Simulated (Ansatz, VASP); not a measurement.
**One calculation of Ag, two programs**

```
CELL_PARAMETERS angstrom
0.00000 2.35343 2.35343
2.35343 0.00000 2.35343
2.35343 2.35343 0.00000
ATOMIC_POSITIONS crystal
Ag 0.87500 0.87500 0.87500
Ag 0.12500 0.12500 0.12500
```

Change from the starting cell: volume scaled by 0.5, LAPW.

Alike in both runs: task single point; functional LDA; k mesh 13 × 13 × 13; occupations fermi-dirac, width 0.05 eV; no spin polarisation.

```csv
,VASP,Ansatz
version,VASP 6.6.1,Ansatz 0.2.0
potentials or method,"VASP PAW LDA potentials, release 64 (Ag), cutoff 520 eV","all-electron LAPW, scalar-relativistic"
```

|  | VASP | Ansatz | Ansatz less VASP |
| --- | --- | --- | --- |
| pressure (GPa) | 218.1 | 229.5 | +11.43 |

Ansatz ran all-electron here, so the differences hold the error of VASP's frozen core and of both bases.

Caveats: the cell as given lies far from equilibrium; so large a pressure means that the cell lies far from this level's equilibrium, or that cutoff or potentials fall short (VASP).
